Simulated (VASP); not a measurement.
Li2S:

```
CELL_PARAMETERS angstrom
0.00000 2.59711 2.59711
2.59711 0.00000 2.59711
2.59711 2.59711 0.00000
ATOMIC_POSITIONS crystal
S 0.00000 0.00000 0.00000
Li 0.25000 0.25000 0.25000
Li 0.75000 0.75000 0.75000
```

The cell comes from a database or a generator and needn't be the stable form of this composition.

The cell isn't the ideal one: cell and atoms relaxed from a first guess.

```yaml
Program: VASP 6.6.1
Task: relaxation of cell and atoms
Functional: PBE
Potentials_or_basis: VASP PAW PBE potentials, release 64 (S, Li_sv)
Cutoff: 600 eV
k_mesh: 12 × 12 × 12
Occupations: fermi-dirac, width 0.08 eV
Spin: no spin polarisation
```

At the start: pressure 19.7 GPa; volume 11.68 Å³/atom.

**Question.** How do energy, volume and symmetry change on relaxing?

**Answer.** Over 20 steps the energy falls by 184.6 meV/atom and the volume is 15.40 Å³/atom (+31.8 %); space group Fm-3m (No. 225, to 0.05 Å).

The path:
```csv
step,energy change (eV),largest force (eV/Å),pressure (GPa),volume (Å³)
1,0.0000,0.0000,19.73,35.03
2,-0.5164,0.0000,3.75,42.84
3,-0.5420,0.0000,-1.76,48.33
4,-0.5539,0.0000,-0.14,46.38
5,-0.5539,0.0000,0.10,46.13
6,-0.5539,0.0000,0.10,46.13
7,-0.5539,0.0000,0.10,46.13
8,-0.5539,0.0000,0.10,46.13
9,-0.5539,0.0000,0.10,46.13
10,-0.5539,0.0000,0.09,46.13
11,-0.5539,0.0000,0.10,46.13
12,-0.5539,0.0000,0.10,46.13
13,-0.5539,0.0000,0.10,46.13
14,-0.5539,0.0000,0.10,46.13
15,-0.5539,0.0000,0.10,46.14
16,-0.5539,0.0000,0.10,46.14
17,-0.5539,0.0000,0.10,46.14
18,-0.5539,0.0000,0.08,46.15
19,-0.5539,0.0000,0.07,46.16
20,-0.5539,0.0000,0.04,46.19
```

Final structure:
```
S Li
1.0
     0.00000    2.84781    2.84781
     2.84781    0.00000    2.84781
     2.84781    2.84781    0.00000
S Li
1 2
Direct
  0.00000 0.00000 0.00000
  0.25000 0.25000 0.25000
  0.75000 0.75000 0.75000
```

Caveat: the cutoff is under 1.25 times the usual one of these potentials, so pressure, stress and relaxed cells hold a basis-set (Pulay) error; the volume moved by over 15 % at a fixed basis, so the end points are rough.
